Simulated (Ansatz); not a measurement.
Runs of Ansatz 0.2.0 on TiAl. Symmetry: Pm-3m, No. 221, cubic system. The conventional cell has a = 3.179 Å, b = 3.179 Å, c = 3.179 Å, α = 90.00°, β = 90.00°, γ = 90.00°. Ti (site symmetry m-3m) is surrounded by 8 Al at 2.75 Å. Around Al (site symmetry m-3m) lie 8 Ti at 2.75 Å. The cell comes from a database or a generator and needn't be the stable form of this composition.

| task | level | cell | smearing | gap on the mesh (eV) | pressure (GPa) | relaxed volume (Å³/atom) |
| --- | --- | --- | --- | --- | --- | --- |
| single point | PBE | as given | gaussian 0.027 eV | none | 0.7 | - |
| relaxation of cell and atoms | BLYP+D3(BJ) | relaxed | fermi-dirac 0.05 eV | none | 0.0 | (a) |
| single point | PBE | as given | gaussian 0.028 eV | none | 0.7 | - |
| relaxation of cell and atoms | BLYP+D4 | relaxed | fermi-dirac 0.05 eV | none | 0.0 | 15.80 |

Alike in all rows: potentials or basis Ansatz PAW; no spin polarisation; k mesh 8 × 8 × 8; cutoff (eV) 420.

Question: Fill in the values left out.

Answer: (a) 14.90.

Caveats: the plane-wave basis is chosen anew once the cell has moved, so the energies of steps on either side of that aren't comparable (some runs); pairwise dispersion overbinds metals, which lowers pressure and volume (some runs); the PAW data sets come from PBE, with cores solved anew for the run's functional, which leaves a small shift of forces and pressure (some runs).

A gap of «none» marks a metal or a gap under the smearing width.
